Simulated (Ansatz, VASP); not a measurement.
# CaO: VASP beside Ansatz

Contents of POSCAR:

```
CaO
1.0
    2.3974414048      2.3974414048      0.0000000000
   -2.3974414048      2.3974414048      0.0000000000
    0.0000000000      2.3974414048      2.3974414048
Ca O
1 1
Direct
    0.0000000000      0.0000000000      0.0000000000
    0.5000000000      0.5000000000      0.0000000000
```

File INCAR.step1:

```
SYSTEM = CaO
PREC     = Accurate       ! precision mode
ENCUT    = 520            ! plane-wave cutoff, eV
ISMEAR   = 0              ! smearing method
SIGMA    = 0.01           ! smearing width, eV
LREAL    = .FALSE.        ! projectors in reciprocal space
LASPH    = .TRUE.         ! aspherical terms in the spheres
NELM     = 80             ! most SCF steps
NBANDS   = 15             ! bands
GGA      = PE             ! functional
ALGO     = Normal         ! electronic algorithm
EDIFF    = 1E-4           ! SCF threshold, eV
LWAVE    = .TRUE.         ! write WAVECAR
LCHARG   = .FALSE.        ! write CHGCAR
```

File INCAR.step2:

```
SYSTEM = CaO
PREC     = Accurate       ! precision mode
ENCUT    = 520            ! plane-wave cutoff, eV
EDIFF    = 1E-7           ! SCF threshold, eV
ISMEAR   = 0              ! smearing method
SIGMA    = 0.01           ! smearing width, eV
LREAL    = .FALSE.        ! projectors in reciprocal space
LASPH    = .TRUE.         ! aspherical terms in the spheres
NELM     = 80             ! most SCF steps
ALGO     = Normal         ! electronic algorithm
ISIF     = 2              ! what is computed and relaxed
LWAVE    = .FALSE.        ! write WAVECAR
LCHARG   = .FALSE.        ! write CHGCAR
METAGGA  = R2SCAN         ! meta-GGA
LMIXTAU  = .TRUE.       
NBANDS   = 15             ! bands
ISTART   = 1
```

File KPOINTS:

```
regular mesh
0
G
  8 8 8
  0 0 0
```

Input for Ansatz:

```yaml
crystal:
  lattice:
    - [2.39744140476, 2.39744140476, 0.0]
    - [-2.39744140476, 2.39744140476, 0.0]
    - [0.0, 2.39744140476, 2.39744140476]
  atoms:
    - { symbol: Ca, position: [0.0, 0.0, 0.0] }
    - { symbol: O, position: [0.5, 0.5, 0.0] }
kpoints:
  mp_grid: { grid: [8, 8, 8] }
scf:
  occupations: { method: fixed }
  convergence: { dr2_threshold: 1.0e-10 }
hamiltonian:
  xc: r2scan
  pseudopotentials: { kind: paw }
output:
  forces: true
  stress: true
  eigenstates:
    kpoints:
      - [0.0, 0.0, 0.0]
      - [-0.5, 0.5, 0.0]
      - [-0.5, -0.5, -0.5]
      - [0.0, 0.0, -0.5]
      - [0.0, -0.5, -0.5]
      - [0.0, 0.5, 0.0]
      - [-0.5, 0.0, 0.0]
      - [-0.5, 0.0, -0.5]
  eigenvalues: true
```

Change from the starting cell: unstrained.

Alike in both runs: task single point; functional r2SCAN; k mesh 8 × 8 × 8; no spin polarisation.

|  | VASP | Ansatz |
| --- | --- | --- |
| version | VASP 6.6.1 | Ansatz 0.2.0 |
| potentials or method | VASP PAW PBE potentials, release 64 (Ca_sv, O) | PAW with Ansatz's default frozen-core files, scalar-relativistic |
| plane-wave cutoff (eV) | 520 | 500 |
| occupations | gaussian, width 0.01 eV | fixed |
| valence electrons in the cell | 16 | 16 |

```tsv
	VASP	Ansatz	Ansatz less VASP
gap on the k mesh at the Fermi level (eV)	4.19	4.20	+0.012
pressure (GPa)	1.1	0.0	-1.08
```

Caveats: the PAW data sets were made with another functional, which shifts forces and pressure a little (VASP). A k mesh can miss the band edges.
